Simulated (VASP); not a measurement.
ZnO: relaxation of cell and atoms with LDA

The system is ZnO.

```
Zn O
1.0
     3.24931    0.00000    0.00000
    -1.62465    2.81398    0.00000
     0.00000    0.00000    5.20571
Zn O
2 2
Direct
  0.33333 0.66667 0.50000
  0.66667 0.33333 0.00000
  0.66667 0.33333 0.37901
  0.33333 0.66667 0.87901
```

```json
{
 "Program": "VASP 6.6.1",
 "Task": "relaxation of cell and atoms",
 "Functional": "LDA",
 "Potentials or basis": "VASP PAW LDA potentials, release 64 (Zn, O)",
 "Cutoff": "600 eV",
 "k mesh": "9 × 9 × 5",
 "Occupations": "gaussian, width 0.03 eV",
 "Spin": "no spin polarisation",
 "Further INCAR settings": "ALGO = Normal; EDIFF = 1e-06; IBRION = 2; EDIFFG = -0.01; NSW = 90; ISIF = 3"
}
```

```
Relaxed volume                         : 11.40 Å³/atom
Relaxed cell                           : a = 3.194 Å, b = 3.194 Å, c = 5.164 Å, α = 90.00°, β = 90.00°, γ = 120.00°
Space group after relaxing (to 0.05 Å) : P6_3mc (No. 186)
Energy gained by relaxing              : 10.4 meV/atom
Ionic steps                            : 11
Pressure after relaxing                : 0.0 GPa
Largest force after relaxing           : 0.004 eV/Å
Band gap on the k mesh                 : 0.80 eV, direct
```

Forces on the atoms (eV/Å):
```
Zn   0.000  0.000 -0.004
Zn   0.000  0.000 -0.004
O    0.000  0.000  0.004
O    0.000  0.000  0.004
```

The path:
| step | energy change (eV) | largest force (eV/Å) | pressure (GPa) | volume (Å³) |
| --- | --- | --- | --- | --- |
| 1 | 0.0000 | 0.0554 | -6.25 | 47.60 |
| 2 | -0.0262 | 0.0408 | 4.43 | 44.47 |
| 3 | -0.0413 | 0.0024 | 0.05 | 45.61 |
| 4 | -0.0413 | 0.0043 | -0.06 | 45.65 |
| 5 | -0.0414 | 0.0188 | -0.27 | 45.66 |
| 6 | -0.0414 | 0.0185 | -0.15 | 45.66 |
| 7 | -0.0415 | 0.0183 | 0.08 | 45.59 |
| 8 | -0.0415 | 0.0185 | 0.09 | 45.58 |
| 9 | -0.0416 | 0.0020 | 0.14 | 45.58 |
| 10 | -0.0416 | 0.0030 | 0.05 | 45.59 |
| 11 | -0.0416 | 0.0038 | 0.01 | 45.62 |

Final structure:
```cif
data_structure
_symmetry_space_group_name_H-M 'P 1'
_symmetry_Int_Tables_number 1
_cell_length_a 3.1939
_cell_length_b 3.1939
_cell_length_c 5.1636
_cell_angle_alpha 90.000
_cell_angle_beta 90.000
_cell_angle_gamma 120.000
_cell_volume 45.62
loop_
_atom_site_label
_atom_site_type_symbol
_atom_site_fract_x
_atom_site_fract_y
_atom_site_fract_z
_atom_site_occupancy
Zn1 Zn 0.33333 0.66667 0.50035 1
Zn2 Zn 0.66667 0.33333 0.00035 1
O1 O 0.66667 0.33333 0.37866 1
O2 O 0.33333 0.66667 0.87866 1
```

Levels at points of the mesh, in eV from the valence-band top:
```
           k point  band 15  band 16  band 17  band 18  band 19  band 20  band 21  band 22
(0.00, 0.00, 0.00)    -0.85    -0.10     0.00     0.00     0.80     5.27     8.18    12.94
```

Run time: 3.6 min on 1 thread of AMD EPYC 7R13 Processor (Zen 3), on a shared host, peak memory 0.15 GiB.

As with any semilocal functional, this LDA gap is likely too small. LDA usually gives volumes a few per cent too small.
